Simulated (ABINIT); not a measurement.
Runs of ABINIT 10.8.3 (patched build) on Pt. Symmetry: Fm-3m, No. 225, cubic system. The conventional cell has a = 3.922 Å, b = 3.922 Å, c = 3.922 Å, α = 90.00°, β = 90.00°, γ = 90.00°. Pt (site symmetry m-3m) has 12 Pt at 2.77 Å as nearest neighbours. 

```csv
task,cell,k mesh,cutoff (eV),smearing,cutoff smearing ecutsm (Ha),stop of the response cycle (tolvrs),q points,q points (reduced),bands in the sums,gap on the mesh (eV),pressure (GPa)
phonons at a zone-boundary q,cell relaxed at zero pressure by an earlier run,14 × 14 × 14,1143,gaussian 0.2 eV,0.5,1e-08,["L"],"[[0.5, 0.5, 0.5]]",-,none,(a)
single point,as given,9 × 9 × 9,1034,fermi-dirac 0.05 eV,-,-,-,-,-,none,-2.5
optical spectrum,as given,"12 × 12 × 12, with 4 shifts",1034,cold (ABINIT) 0.1 eV,-,-,-,-,15,-,-2.3
single point,cell relaxed,9 × 9 × 9,1143,fermi-dirac 0.05 eV,-,-,-,-,-,none,0.0
relaxation of cell and atoms,relaxed,9 × 9 × 9,1143,fermi-dirac 0.05 eV,0.5,-,-,-,-,none,0.0
optical spectrum,as given,"12 × 12 × 12, with 4 shifts",1034,gaussian 0.1 eV,-,-,-,-,17,-,-2.2
```

Alike in all rows: level PBEsol; potentials or basis PseudoDojo NC SR PBEsol v0.4.1 standard; no spin polarisation.

Fill in the values left out.

(a) 0.5.

Caveats: the intraband (Drude) term is left out (some runs); spectra need much finer meshes, so this one isn't converged (some runs); independent-particle spectra lack excitons (some runs).

A k mesh can miss the band edges, and the runs leave out spin-orbit coupling on Pt.

A gap of «none» marks a metal or a gap under the smearing width.
